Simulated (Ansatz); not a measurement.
The system is MgH2.

```
Mg H
1.0
     0.00000    2.38107    2.38107
     2.38107    0.00000    2.38107
     2.38107    2.38107    0.00000
Mg H
1 2
Direct
  0.00000 0.00000 0.00000
  0.25000 0.25000 0.25000
  0.75000 0.75000 0.75000
```

Measurements of this composition are mostly on another form, of space group No. 136.

- Program: Ansatz 0.2.0
- Task: single point
- Functional: PBE
- Potentials or basis: Ansatz PAW
- Cutoff: 420 eV (not typed: the program's choice for these potentials)
- k mesh: 10 × 10 × 10
- Occupations: fermi-dirac, width 0.05 eV
- Spin: no spin polarisation

On this cell: pressure -0.1 GPa; largest force zero by symmetry; band gap on the k mesh none (metal or under the smearing width).

The same run follows on a disturbed copy (atoms moved at random, drawn with an rms of 0.05 Å):

```
Mg H
1.0
     0.00000    2.38107    2.38107
     2.38107    0.00000    2.38107
     2.38107    2.38107    0.00000
Mg H
1 2
Direct
  0.98390 0.00340 0.02629
  0.26239 0.24177 0.22499
  0.75565 0.76815 0.74965
```

Problem. What does the disturbed cell give?

Solution. The energy (extrapolated to zero smearing) moves by +13.2 meV/atom; pressure 0.4 GPa; largest force 0.424 eV/Å; band gap on the k mesh none (metal or under the smearing width).

Forces on the atoms (eV/Å):
```
Mg  -0.261 -0.085  0.145
H    0.403  0.117  0.061
H   -0.142 -0.033 -0.205
```

Stress tensor (GPa, compression positive):
```
 0.44  0.39 -0.15
 0.39  0.41  0.50
-0.15  0.50  0.39
```
